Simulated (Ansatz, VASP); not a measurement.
**SnSe in VASP and in Ansatz**

INCAR

```
PREC     = Accurate       # precision mode
ENCUT    = 520            # plane-wave cutoff, eV
EDIFF    = 1E-7           # SCF threshold, eV
ISMEAR   = 0              # smearing method
SIGMA    = 0.02           # smearing width, eV
LREAL    = False          # projectors in reciprocal space
LASPH    = True           # aspherical terms in the spheres
NELM     = 100            # most SCF steps
ALGO     = Fast           # electronic algorithm
ISIF     = 2              # what is computed and relaxed
LWAVE    = False          # write WAVECAR
LCHARG   = True           # write CHGCAR
GGA      = PS             # functional
LELF     = True           # ELF
LVHAR    = True         
NBANDS   = 28             # bands
```

Contents of KPOINTS:

```
regular mesh
0
Gamma
  6 6 4
```

The input POSCAR:

```
SnSe
1.0
    4.0940732564      0.0000000000      0.0000000000
    0.0000000000      4.0940732564      0.0000000000
    0.0000000000      0.0000000000     11.1596190680
Sn Se
2 2
Direct
    0.5000000000      0.0000000000      0.3640565363
    0.0000000000      0.5000000000      0.6299326759
    0.5000000000      0.0000000000      0.6228972117
    0.0000000000      0.5000000000      0.3831135762
```

Input for Ansatz:

```yaml
crystal:
  lattice:
    - [4.0940732564, 0.0, 0.0]
    - [0.0, 4.0940732564, 0.0]
    - [0.0, 0.0, 11.159619068]
  atoms:
    - { symbol: Sn, position: [0.5, 0.0, 0.3640565363] }
    - { symbol: Sn, position: [0.0, 0.5, 0.6299326759] }
    - { symbol: Se, position: [0.5, 0.0, 0.6228972117] }
    - { symbol: Se, position: [0.0, 0.5, 0.3831135762] }
basis:
  ecutwfc: 420
kpoints:
  mp_grid: { grid: [6, 6, 4] }
hamiltonian:
  xc: pbesol
scf:
  occupations: { method: gaussian, width: 0.02 }
output:
  forces: true
  stress: true
  eigenvalues: true
  populations: true
```

Alike in both runs: task single point; functional PBEsol; k mesh 6 × 6 × 4; occupations gaussian, width 0.02 eV; no spin polarisation.

```csv
,VASP,Ansatz
version,VASP 6.6.1,Ansatz 0.2.0
potentials or method,"VASP PAW PBE potentials, release 64 (Sn_d, Se)","scalar-relativistic, plane waves, PAW"
plane-wave cutoff (eV),520,420
valence electrons in the cell,40,60
```

|  | VASP | Ansatz | Ansatz less VASP |
| --- | --- | --- | --- |
| gap on the k mesh at the Fermi level (eV) | 0.84 | 0.85 | +0.009 |
| least direct gap on the mesh (eV) | 1.31 | 1.31 | 0.000 |
| rms of the force components (eV/Å) | 0.224 | 0.229 | +0.0048 |

Atom by atom the forces differ by 0.007 eV/Å (rms over components). The two sets of potentials don't hold the same shells in valence.

Caveats: the PAW data sets were made with another functional, which shifts forces and pressure a little (VASP); spin-orbit coupling is left out, which moves the levels of the heavy elements.
